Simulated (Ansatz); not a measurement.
**C under changes of volume**

One of the cells (5.672 Å³/atom); the others are scaled copies at fixed shape and fractional positions:

```
CELL_PARAMETERS angstrom
0.00000 1.78337 1.78337
1.78337 0.00000 1.78337
1.78337 1.78337 0.00000
ATOMIC_POSITIONS crystal
C 0.75000 0.75000 0.75000
C 0.50000 0.50000 0.50000
```

This isn't the form of C at room conditions, which is graphite.

```yaml
Program: Ansatz 0.2.0
Functional: BLYP
Potentials_or_basis: Ansatz PAW
Cutoff: "420 eV (not typed: the program's choice for these potentials)"
k_mesh: 13 × 13 × 13
Occupations: fermi-dirac, width 0.05 eV
Spin: no spin polarisation
```

| volume (Å³/atom) | energy over the lowest point (meV/atom) | pressure (GPa) | gap on the mesh (eV) |
| --- | --- | --- | --- |
| 5.332 | 59.42 | 41.9 | 4.62 |
| 5.445 | 33.77 | 30.6 | 4.57 |
| 5.558 | 15.79 | 20.3 | 4.52 |
| 5.672 | 4.70 | 11.0 | 4.47 |
| 5.785 | 0.00 | 2.4 | 4.42 |
| 5.899 | ? | ? | ? |
| 6.012 | 7.42 | -12.4 | 4.33 |

What does the run at 5.899 Å³/atom give?

Energy over the lowest point 1.06 meV/atom; pressure -5.3 GPa; gap on the mesh 4.37 eV.

Worked out: A Birch-Murnaghan fit of order 3 (a polynomial in V^(-2/3)) to the other rows has its minimum at 5.82 Å³/atom with B0 = V·E''(V) = 406 GPa and B' = 3.9. It gives 1.10 meV/atom at 5.899 Å³/atom, against the run's 1.06, and -dE/dV = -5.4 GPa, against -5.3. A straight line through the other rows of the gap, of slope -2.43 eV per unit of ln V, gives 4.37 eV, against the run's 4.37.

Energies are extrapolated to zero smearing.

Caveats: odd divisions of the mesh miss points on the zone boundary, where band edges often lie, so the gap on the mesh can be too wide; the PAW data sets come from PBE, with cores solved anew for the run's functional, which leaves a small shift of forces and pressure.

A mesh can miss the band edges.
